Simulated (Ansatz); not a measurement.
# GeSb4Te7: one candidate structure

Where does GeSb4Te7 go from the start given, structure listed in a database for this formula (P-3m1, No. 164)?

Method: DFT r2SCAN, scalar-relativistic, plane waves, PAW, in Ansatz 0.2.0.

## (1) The system as given

It takes space group P-3m1 (No. 164, trigonal). Conventional cell: a = 4.289 Å, b = 4.289 Å, c = 24.638 Å, α = 90.00°, β = 90.00°, γ = 120.00°. Ge (site symmetry -3m) has 6 Te at 3.00 Å as nearest neighbours. Around Sb (site symmetry 3m) lie 6 Te at 3.01 to 3.18 Å. Around Sb (site symmetry 3m) lie 6 Te at 3.00 to 3.19 Å. Te (site symmetry 3m) has 3 Sb at 3.01 Å as nearest neighbours. Te (site symmetry 3m) is surrounded by 3 Sb at 3.00 Å. Around Te (site symmetry 3m) lie 3 Ge at 3.00 Å and 3 Sb at 3.19 Å. Te (site symmetry -3m) has 6 Sb at 3.18 Å as nearest neighbours.

Coordinates:

```cif
data_structure
_symmetry_space_group_name_H-M 'P-3m1'
_symmetry_Int_Tables_number 164
_cell_length_a 4.2893
_cell_length_b 4.2893
_cell_length_c 24.6378
_cell_angle_alpha 90.000
_cell_angle_beta 90.000
_cell_angle_gamma 120.000
_cell_volume 392.56
loop_
_atom_site_label
_atom_site_type_symbol
_atom_site_symmetry_multiplicity
_atom_site_Wyckoff_symbol
_atom_site_fract_x
_atom_site_fract_y
_atom_site_fract_z
_atom_site_occupancy
Ge1 Ge 1 b 0.00000 0.00000 0.50000 1
Sb1 Sb 2 d 0.66667 0.33333 0.91890 1
Sb2 Sb 2 d 0.33333 0.66667 0.34975 1
Te1 Te 2 d 0.33333 0.66667 0.84973 1
Te2 Te 2 c 0.00000 0.00000 0.71898 1
Te3 Te 2 d 0.66667 0.33333 0.43139 1
Te4 Te 1 a 0.00000 0.00000 0.00000 1
```

## (2) Probe: one point at the start

input.yaml

```yaml
crystal:
  lattice:
    - [4.2893002584, 0.0, 0.0]
    - [-2.1446501292, 3.7146429882, 0.0]
    - [0.0, 0.0, 24.63777845]
  atoms:
    - { symbol: Ge, position: [0.0, 0.0, 0.5] }
    - { symbol: Sb, position: [0.66666667, 0.33333333, 0.91889862] }
    - { symbol: Sb, position: [0.33333333, 0.66666667, 0.3497515] }
    - { symbol: Sb, position: [0.33333333, 0.66666667, 0.08110138] }
    - { symbol: Sb, position: [0.66666667, 0.33333333, 0.6502485] }
    - { symbol: Te, position: [0.33333333, 0.66666667, 0.84973187] }
    - { symbol: Te, position: [0.66666667, 0.33333333, 0.15026813] }
    - { symbol: Te, position: [0.0, 0.0, 0.71897829] }
    - { symbol: Te, position: [0.66666667, 0.33333333, 0.4313943] }
    - { symbol: Te, position: [0.33333333, 0.66666667, 0.5686057] }
    - { symbol: Te, position: [0.0, 0.0, 0.0] }
    - { symbol: Te, position: [0.0, 0.0, 0.28102171] }
basis:
  ecutwfc: 500
kpoints:
  mp_grid: { grid: [6, 6, 1] }
hamiltonian:
  xc: r2scan
scf:
  occupations: { method: gaussian, width: 0.1 }
  lower_state_search: "off"
output:
  forces: true
  stress: true
  eigenvalues: true
```

The run is started by

```sh
> ansatz run input.yaml --threads 4 --pin off --max-ram 10240MiB --backend cpu --events-out ev --progress --plain --runs-dir out
```

Log, shortened:

```text
Warning: RAYON_NUM_THREADS=4 ignored (pool sized by the plan → 4); use --threads N
[...]
Pseudopotentials: kind: paw
Pseudopotential: Ge, paw, valence charge 14, recommended cutoff 500 eV (meta_gga), Ge.paw.azcp
Pseudopotential: Sb, paw, valence charge 15, recommended cutoff 500 eV (meta_gga), Sb.paw.azcp
Pseudopotential: Te, paw, valence charge 16, recommended cutoff 500 eV (meta_gga), Te.paw.azcp
Functional definition: r2SCAN
[...]
Crystal: 12 atoms, lattice volume = 392.559 Å³
Basis set: ecut = 500 eV, 10007 PW (Γ), exchange–correlation on 128×128×720 points (64 copies of the dense FFT grid, shifted against one another)
Bands: 112, of which v1, the nominal top of the filled ones, is band 93 counted from 1 (92 counted from 0)
Symmetry: 12 space group operations
Space group: P-3m1 (ITA 164), of the structure as read, at distance tolerance 7.3e-5 Å
k-points: 7 of 36
[...]
SCF iter   1: F=-79264.496440 eV  HF=-79264.499157 eV  |F-HF|=2.72e-3  |Δ(HF+E_count)|=         —  Δρ=3.78e-3  dr2=8.53e-2  dr2_τ=7.84e-3  ethr=1.77e-3  ⟨swp⟩=8.7  Hψ=3283  notcnv=0  defer=5
[...]
SCF iter   9: F=-79264.546681 eV  HF=-79264.546681 eV  |F-HF|=9.31e-10  |Δ(HF+E_count)|=   1.10e-7  Δρ=2.46e-6  dr2=2.63e-8  dr2_τ=5.01e-10  ethr=5.38e-11  ⟨swp⟩=11.6  Hψ=3504  notcnv=0
[...]
SCF converged after 9 iterations
Free energy (F): -79264.546681 eV
[...]
E sigma→0 (E₀):  -79264.546681 eV
Entropy (-TS):   -0.000000 eV (-0.000 meV/atom)
Fermi energy:    8.812971 eV
[...]
--- Forces (eV/Å), atoms counted from 1 ---
  atom   1  Ge     0.00000000    -0.00000000     0.00000000
  atom   2  Sb     0.00000000     0.00000000     0.01212129
  atom   3  Sb     0.00000000     0.00000000    -0.03347224
  atom   4  Sb     0.00000000    -0.00000000    -0.01212129
  atom   5  Sb     0.00000000    -0.00000000     0.03347224
  atom   6  Te     0.00000000    -0.00000000     0.03925614
  atom   7  Te     0.00000000     0.00000000    -0.03925614
  atom   8  Te     0.00000000     0.00000000    -0.03768137
[...]
--- Stress (GPa, compression-positive) ---
       -0.021207       0.000000       0.000000
       -0.000000      -0.021207      -0.000000
        0.000000      -0.000000      -0.065300
  P = ⅓ Tr σ = -0.0359 GPa (-0.359 kbar)
--- Band table (eV; the first three rows and the last of 7) ---
[...]
```

It took 6.4 s on 4 threads of Intel Xeon 6975P-C (Granite Rapids), shared host; peak memory 2.1 GiB.

From the probe: pressure 0.0 GPa, largest force 0.04 eV/Å, gap on this mesh 0.70 eV. By this gap the next run takes a mesh of 6×6×2 and a smearing of 0.02 eV.

## (3) The relaxation

input.yaml, as its differences from that of step 2:

```diff
@@ -21,3 +21,3 @@
 kpoints:
-  mp_grid: { grid: [6, 6, 1] }
+  mp_grid: { grid: [6, 6, 2] }
 hamiltonian:
@@ -25,4 +25,3 @@
 scf:
-  occupations: { method: gaussian, width: 0.1 }
-  lower_state_search: "off"
+  occupations: { method: gaussian, width: 0.02 }
 output:
@@ -31 +30,6 @@
   eigenvalues: true
+relax:
+  adjacent_minimum: "off"
+  f_tol: 0.01
+  max_steps: 80
+  cell: { stress_tol: 0.05 }
```

The run is started by

```sh
> ansatz run input.yaml --threads 4 --pin off --max-ram 10240MiB --backend cpu --events-out ev --progress --plain --runs-dir out
```

Log:

```text
Warning: RAYON_NUM_THREADS=4 ignored (pool sized by the plan → 4); use --threads N
Engine: ansatz 0.2.0, x86_64-unknown-linux-gnu
[... 5 set-up lines as earlier in the session ...]
  parameter k0 = 0.174
  parameter k1 = 0.065
  parameter a1 = 4.9479
  exchange = r2scan_x(k0 = k0, k1 = k1, a1 = a1)
  correlation = r2scan_c
Crystal: 12 atoms, lattice volume = 392.559 Å³
Basis set: ecut = 500 eV, 10007 PW (Γ), exchange–correlation on 128×128×720 points (64 copies of the dense FFT grid, shifted against one another)
Bands: 112, of which v1, the nominal top of the filled ones, is band 93 counted from 1 (92 counted from 0)
[... 2 set-up lines as earlier in the session ...]
k-points: 14 of 72
Non-local potential: Ge, projectors of the file, l = 0: 2, l = 1: 2, l = 2: 3, l = 3: 1
Non-local potential: Sb, projectors of the file, l = 0: 2, l = 1: 2, l = 2: 2, l = 3: 2
Non-local potential: Te, projectors of the file, l = 0: 2, l = 1: 2, l = 2: 2, l = 3: 2
PAW form: soft (Blöchl's): semilocal exchange-correlation on the pseudo side does not see the compensation charge
PAW frozen core: Ge, regenerated for the run's functional (the file was generated under x = pbe(κ = 0.804, μ = 0.2195149727645171), c = pbe(β = 0.06672455060314922))
PAW frozen core: Sb, regenerated for the run's functional (the file was generated under x = pbe(κ = 0.804, μ = 0.2195149727645171), c = pbe(β = 0.06672455060314922))
PAW frozen core: Te, regenerated for the run's functional (the file was generated under x = pbe(κ = 0.804, μ = 0.2195149727645171), c = pbe(β = 0.06672455060314922))
PAW one-centre angular grid: Ge, 590 points (default); XC on 160 Gauss nodes
PAW one-centre angular grid: Sb, 590 points (default); XC on 160 Gauss nodes
PAW one-centre angular grid: Te, 590 points (default); XC on 160 Gauss nodes
Initial density: superposition of atomic densities (neutral atoms: chi_scale 0, normalization atom), corrected by the library's trained network
Initial wavefunctions: pseudopotential atomic-orbital guess
Functional: x = r2scan, c = r2scan; τ floored in thin density (d = 2e-4 eV/Å³)
SCF iter   1: F=—  HF=-79264.489821 eV  |F-HF|=—  |Δ(HF+E_count)|=         —  Δρ=3.79e-3  dr2=8.21e-2  dr2_τ=7.90e-3  ethr=1.77e-3  ⟨swp⟩=6.5  Hψ=6004  notcnv=0  defer=39
preconditioner: auto → Resta (q_TF=auto, 2.409 Å⁻¹)  ε∞=4.1  [insulator: Δε(μ)=0.548 eV  Ē_g=8.665 eV  σ=0.020 eV  W_gap=1.00  n_scr=96 (ndim 8)  ℏωp=15.2 eV  f_vac=0.029  D(μ)=0.00/eV (n_scr^D=0)  ε∞_Penn≈4.1]
SCF iter   2: F=—  HF=-79264.535552 eV  |F-HF|=—  |Δ(HF+E_count)|=   4.57e-2  Δρ=1.96e-3  dr2=3.21e-2  dr2_τ=2.16e-4  ethr=4.41e-5  ⟨swp⟩=3.0  Hψ=2509  notcnv=0  defer=172
SCF iter   3: F=—  HF=-79264.537769 eV  |F-HF|=—  |Δ(HF+E_count)|=   2.22e-3  Δρ=1.18e-3  dr2=3.26e-2  dr2_τ=1.19e-4  ethr=1.73e-5  ⟨swp⟩=2.9  Hψ=1747  notcnv=0  defer=172
SCF iter   4: F=—  HF=-79264.537101 eV  |F-HF|=—  |Δ(HF+E_count)|=   6.68e-4  Δρ=5.59e-4  dr2=3.60e-3  dr2_τ=3.33e-5  ethr=1.73e-5  ⟨swp⟩=2.2  Hψ=1662  notcnv=0  defer=172
SCF iter   5: F=—  HF=-79264.537283 eV  |F-HF|=—  |Δ(HF+E_count)|=   1.82e-4  Δρ=2.11e-4  dr2=3.14e-4  dr2_τ=4.13e-6  ethr=1.93e-6  ⟨swp⟩=1.6  Hψ=1771  notcnv=0  defer=166
SCF iter   6: F=—  HF=-79264.537335 eV  |F-HF|=—  |Δ(HF+E_count)|=   5.24e-5  Δρ=9.37e-5  dr2=5.31e-5  dr2_τ=5.44e-7  ethr=1.69e-7  ⟨swp⟩=2.0  Hψ=1934  notcnv=0  defer=166
SCF iter   7: F=—  HF=-79264.537414 eV  |F-HF|=—  |Δ(HF+E_count)|=   7.85e-5  Δρ=3.09e-5  dr2=4.39e-6  dr2_τ=7.66e-8  ethr=2.85e-8  ⟨swp⟩=2.0  Hψ=1982  notcnv=0  defer=166
SCF iter   8: F=—  HF=-79264.537416 eV  |F-HF|=—  |Δ(HF+E_count)|=   2.07e-6  Δρ=9.38e-6  dr2=4.53e-7  dr2_τ=4.50e-9  ethr=2.36e-9  ⟨swp⟩=2.0  Hψ=1934  notcnv=0  defer=166
SCF iter   9: F=-79264.537416 eV  HF=-79264.537416 eV  |F-HF|=2.01e-9  |Δ(HF+E_count)|=   1.06e-7  Δρ=2.46e-6  dr2=2.58e-8  dr2_τ=4.69e-10  ethr=5.38e-11  ⟨swp⟩=13.4  Hψ=8527  notcnv=0
SCF 1 converged in 9 iterations: F = -79264.537416 eV  dr2 = 2.58e-8
relax step   1: F+E_penalty+E_count = -79264.53741606 eV  Δ(F+E_penalty+E_count) = +0.000e0 eV  max|allowed force component| = 4.969e-2 eV/Å  Δτ_max = 0.0000 Å  P = -0.033 GPa  Ω = 392.559 Å³  (9 SCF iters, dr2 threshold 1.00e-7 eV, accepted)
[... from here on, the SCF cycles and remarks between the steps are left out ...]
relax step   2: F+E_penalty+E_count = -79264.53056153 eV  Δ(F+E_penalty+E_count) = +6.855e-3 eV  max|allowed force component| = 1.103e-1 eV/Å  Δτ_max = 0.0988 Å  P = +0.103 GPa  Ω = 398.542 Å³  energy of the carried Pulay correction = -5.507e-4 eV  (9 SCF iters, dr2 threshold 1.54e-7 eV, rejected (line search))
relax step   3: F+E_penalty+E_count = -79264.54102351 eV  Δ(F+E_penalty+E_count) = -3.607e-3 eV  max|allowed force component| = 7.522e-3 eV/Å  Δτ_max = 0.0444 Å  P = -0.003 GPa  Ω = 395.407 Å³  energy of the carried Pulay correction = -2.632e-4 eV  (11 SCF iters, accepted)
relax step   4: F+E_penalty+E_count = -79264.54128757 eV  Δ(F+E_penalty+E_count) = -2.641e-4 eV  max|allowed force component| = 1.418e-2 eV/Å  Δτ_max = 0.0059 Å  P = -0.020 GPa  Ω = 395.855 Å³  energy of the carried Pulay correction = -3.045e-4 eV  (8 SCF iters, dr2 threshold 1.79e-8 eV, accepted)
relax step   5: F+E_penalty+E_count = -79264.54132296 eV  Δ(F+E_penalty+E_count) = -3.539e-5 eV  max|allowed force component| = 1.679e-2 eV/Å  Δτ_max = 0.0064 Å  P = +0.067 GPa  Ω = 395.604 Å³  energy of the carried Pulay correction = -2.813e-4 eV  (7 SCF iters, dr2 threshold 1.26e-8 eV, accepted)
relax step   6: F+E_penalty+E_count = -79264.54142164 eV  Δ(F+E_penalty+E_count) = -9.868e-5 eV  max|allowed force component| = 5.639e-4 eV/Å  Δτ_max = 0.0022 Å  P = +0.001 GPa  Ω = 395.981 Å³  energy of the carried Pulay correction = -3.160e-4 eV  (6 SCF iters, dr2 threshold 1.76e-8 eV, accepted)
relax step   7: F+E_penalty+E_count = -79264.54176393 eV  Δ(F+E_penalty+E_count) = -3.423e-4 eV  max|allowed force component| = 6.073e-4 eV/Å  Δτ_max = 0.0000 Å  P = +0.002 GPa  Ω = 395.981 Å³  stress off target by 2.78e-3 GPa  SCF on the basis re-selected at this cell (its energy is not comparable with the rows above)  (7 SCF iters)
basis re-selected at this cell: Δ(F+E_penalty+E_count) = -3.423e-4 eV, ΔP = +0.001 GPa vs the last step (what re-selecting the basis moved, of the pressure what is left beyond the Pulay correction that the steps carried, after the strain that the cell walked since its last selection, with what the two solves' SCF thresholds leave and, on support functions, any second-order correction that the steps lacked; it is no measure of the basis error at this ecutwfc). The dense FFT grid was sized anew with the basis: this SCF ran on 32×32×192 points, the steps before it on 32×32×180, so part of this shift can come from that change (see relax.cell in the input reference). This SCF's stress stands 2.78e-3 GPa from its target on what of the cell is left free (relax.cell.stress_tol is 5.00e-2 GPa) and its largest allowed force component is 6.07e-4 eV/Å (relax.f_tol is 1.00e-2 eV/Å): within both
SCF converged after 7 iterations
Free energy (F): -79264.541764 eV
Harris-Foulkes:  -79264.541764 eV  (|F-HF|=2.91e-11)
Internal energy: -79264.541764 eV  (E = F + TS)
E sigma→0 (E₀):  -79264.541764 eV
Fermi energy:    8.687322 eV
--- Per-component energies (eV) ---
  E_band       = -2915.271219
  E_kinetic    = 2188.128001
  E_local      = -19968.556921  (includes V_loc(G=0)·N_el)
  E_nonlocal   = -310.357259
  E_hartree    = 10711.383842
  E_xc         = -1381.027964
  E_vxc        = -1255.903120  (∫ρ·V_xc dr)
  E_paw        = -53235.131999  (= ΣΔE_a)
  E_vpaw       = -5070.803365  (= ΣTr[D̂ρ^β])
  E_aug_tail   = -0.000250  (compensation charges beyond the density's cutoff)
  E_vtau       = 79.454092  (kinetic-family band-sum trace: ∫τ·v_τ [+ j·A + Jᵃ·Aᵃ] dr)
  E_ewald      = -17271.911584
  E_core_change = 2.932370  (= ΣΔE_core)
  E_smearing   = -0.000000  (= −TS)
  E_closure    = 0.000000  (closes the sum)
  Σ components = -79264.541764   (vs F -79264.541764, Δ=0.00e0)
--- Forces (eV/Å), atoms counted from 1 ---
  atom   1  Ge    -0.00000000     0.00000000     0.00000000
  atom   2  Sb    -0.00000000    -0.00000000    -0.00060727
  atom   3  Sb    -0.00000000    -0.00000000    -0.00001315
  atom   4  Sb     0.00000000     0.00000000     0.00060727
  atom   5  Sb     0.00000000     0.00000000     0.00001315
  atom   6  Te    -0.00000000     0.00000000     0.00020150
  atom   7  Te     0.00000000    -0.00000000    -0.00020150
  atom   8  Te     0.00000000    -0.00000000    -0.00002523
  atom   9  Te    -0.00000000     0.00000000    -0.00005693
  atom  10  Te     0.00000000    -0.00000000     0.00005693
  atom  11  Te     0.00000000    -0.00000000     0.00000000
  atom  12  Te    -0.00000000     0.00000000     0.00002523
  max |Σ_I F_I| component: 1.88e-17 eV/Å
--- Stress (GPa, compression-positive) ---
        0.000890       0.000000       0.000000
        0.000000       0.000890      -0.000000
        0.000000      -0.000000       0.002775
  P = ⅓ Tr σ = 0.0015 GPa (0.015 kbar)
--- Band table (eV; the first three rows and the last of 14) ---
  k-point 0: bands = ["-29.3805", "-29.3805", "-29.3805", "-29.3805", "-29.3595", "-29.3595", "-29.3595", "-29.3595", "-29.3500", "-29.3500", "-29.3327", "-29.3327", "-29.3327", "-29.3327", "-29.3185", "-29.3185", "-29.3185", "-29.3185", "-29.3118", "-29.3118", "-29.1835", "-29.1832", "-29.1802", "-29.1802", "-29.1793", "-29.1793", "-29.1780", "-29.1689", "-29.1689", "-29.1591", "-29.1591", "-29.1590", "-29.1590", "-29.1321", "-29.1321", "-22.0247", "-22.0247", "-22.0247", "-22.0247", "-22.0202", "-22.0202", "-22.0191", "-22.0191", "-22.0191", "-22.0191", "-22.0144", "-22.0144", "-22.0137", "-22.0137", "-22.0130", "-22.0126", "-22.0104", "-22.0104", "-22.0101", "-22.0101", "-17.0612", "-17.0612", "-17.0560", "-17.0517", "-17.0517", "-5.1348", "-5.0790", "-4.8685", "-4.5314", "-4.0914", "-3.3516", "-3.2853", "-0.4940", "-0.4096", "0.5155", "1.2711", "2.3091", "5.5057", "6.2590", "6.3094", "6.3352", "6.3352", "6.3905", "6.3905", "6.4026", "6.4026", "6.5809", "6.5809", "6.8586", "6.8586", "7.1381", "7.1381", "7.2128", "7.2128", "7.3497", "7.4148", "8.1619", "8.2897", "9.0583", "9.0637", "9.0637", "9.1436", "9.1660", "9.1660", "9.6930", "9.6930", "9.8452", "10.2986", "10.2986", "10.4483", "11.0802", "11.0802", "11.1209", "13.4572", "13.8368", "14.2497", "14.2956"]
[... 3 lines left out ...]
--- Relaxed structure (6 steps of the walk, 5 accepted, 1 SCFs on fresh bases) ---
  F+E_penalty+E_count = -79264.54176393 eV   max|allowed force component| = 6.073e-4 eV/Å   (the final SCF, on the basis selected at the relaxed cell)
  cell:  # Å, volume = 395.9814 Å³
    - [4.286915216346785, -3.0555825724086916e-34, 2.9475904499844167e-18]
    - [-2.1434576081733927, 3.7125774812263783, -1.473795224992202e-18]
    - [1.6930985497263707e-17, 5.162780399548954e-32, 24.88022929237136]
  atoms:
    - { symbol: Ge, position: [-3.851859888774472e-34, 1.03693945851402e-34, 0.5000000000000001] }
    - { symbol: Sb, position: [0.6666666666666666, 0.3333333333333333, 0.9199622452878856] }
    - { symbol: Sb, position: [0.3333333333333333, 0.6666666666666666, 0.3510941729774749] }
    - { symbol: Sb, position: [0.3333333333333333, 0.6666666666666666, 0.08003775471211479] }
    - { symbol: Sb, position: [0.6666666666666666, 0.3333333333333333, 0.6489058270225253] }
    - { symbol: Te, position: [0.3333333333333333, 0.6666666666666666, 0.8516117224541087] }
    - { symbol: Te, position: [0.6666666666666666, 0.3333333333333333, 0.1483882775458913] }
    - { symbol: Te, position: [-9.421431190253698e-19, 1.3825859446853827e-33, 0.7167622233761166] }
    - { symbol: Te, position: [0.6666666666666666, 0.3333333333333333, 0.43226614727457835] }
    - { symbol: Te, position: [0.3333333333333333, 0.6666666666666666, 0.5677338527254219] }
    - { symbol: Te, position: [9.733143864287446e-35, -6.912929723426917e-35, -2.640340746676788e-20] }
    - { symbol: Te, position: [9.421431190253695e-19, -1.1492745665197248e-33, 0.2832377766238837] }
```

Wall time 81 s (4 threads of Intel Xeon 6975P-C (Granite Rapids), shared host); peak memory 2.5 GiB.

Step by step:

| step | energy from step 1 (eV/cell) | largest force component (eV/Å) | pressure (GPa) | volume (Å³) |
| --- | --- | --- | --- | --- |
| 1 | 0.0000 | 0.0497 | -0.03 | 392.56 |
| 2 | 0.0069 | 0.1103 | 0.10 | 398.54 |
| 3 | -0.0036 | 0.0075 | 0.00 | 395.41 |
| 4 | -0.0039 | 0.0142 | -0.02 | 395.86 |
| 5 | -0.0039 | 0.0168 | 0.07 | 395.60 |
| 6 | -0.0040 | 0.0006 | 0.00 | 395.98 |
| 7 | -0.0043 | 0.0006 | 0.00 | 395.98 |

Step 1 is the start. Step 7 repeats the geometry before it on a plane-wave basis chosen anew for that cell, so its energy need not be comparable with the rows above. Step 2 was tried and not accepted.

|  | before | after | change |
| --- | --- | --- | --- |
| a (Å) | 4.289 | 4.287 | -0.1 % |
| b (Å) | 4.289 | 4.287 | -0.1 % |
| c (Å) | 24.638 | 24.880 | +1.0 % |
| volume (Å³/atom) | 32.71 | 33.00 | +0.9 % |
| shortest distance (Å) | 2.998 | 2.994 | -0.1 % |
| space group (0.01 Å) | P-3m1 | P-3m1 | same |

The run keeps the 12 symmetry operations of the start, so it could not have lowered the symmetry.

## (4) Results

Formation energies count from the elements, computed with the same settings in runs not shown here.

| quantity | value |
| --- | --- |
| cell | a = 4.287 Å, b = 4.287 Å, c = 24.880 Å, α = 90.00°, β = 90.00°, γ = 120.00° |
| space group | P-3m1 (No. 164) |
| volume | 33.00 Å³/atom |
| gap on the mesh | 0.64 eV |
| formation energy from the elements | -0.115 eV/atom |

In words: The space group stayed P-3m1, and from the first guess the volume went from 32.71 to 33.00 Å³/atom. With -0.11 eV/atom it lies under the elements, which doesn't yet make it stable against other compounds of them. These runs have no spin-orbit coupling; with Sb, Te it would split and shift bands. Layers here are held mostly by dispersion, which this level lacks, so their spacing and the stiffness across them are unreliable there.

These are semilocal Kohn-Sham gaps, which aren't the measured quantity. Such gaps usually fall short of the measured ones; spin-orbit coupling, left out here, narrows gaps with Sb, Te, so the two errors partly cancel.
